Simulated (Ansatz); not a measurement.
# Does disorder add resistance in series? Ag(111) layers with 12.5 % Ta

Two lengths of the disordered region are known. What area resistance does the third give?

Set-up. Ansatz 0.2.0, plane waves with PAW datasets at their recommended cutoffs (420 eV for most), Fermi-Dirac smearing; ballistic transmission by layer matching. The area resistance is RA = A (h/2e²)(1/T − 1/N), with T the zone-mean transmission per spin and N the lead's channels, both averaged over a few energies near the Fermi level; for magnets each spin is taken apart, with h/e², and the two conduct in parallel. Lateral cell 2x2, PBE, a fresh random draw for each length.

Results; the value marked ? is to be predicted:

| length (Å) | channels N | RA (fΩ m²) |
| --- | --- | --- |
| 9.44 | 3.266 | 1.21 |
| 18.9 | 3.266 | 3.78 |
| 28.3 | 3.266 | ? |

**Estimate by hand.**

Ohm's law makes RA linear in the length: the slope is (3.78 − 1.21)/(18.9 − 9.44) = 0.272 fΩ m² per Å, or 272 µΩ cm. Then 3.78 + 0.272 × 9.44. Predicted: 6.35 fΩ m².

What the run gave:

4.78 fΩ m², so the prediction is 33 % too high. The three lengths together give 189 µΩ cm. Single draws scatter; these runs don't part the causes of the miss, and leave the question open.

**Limits.** The scatterers repeat sideways with the small cell. The slope is a raw one; a model of isotropic scattering puts it 1.00 times the bulk value over these lengths. Atoms sit unrelaxed on the host's lattice, and the pair may not mix at random in practice. Spin-orbit coupling is left out, which matters for Ta.
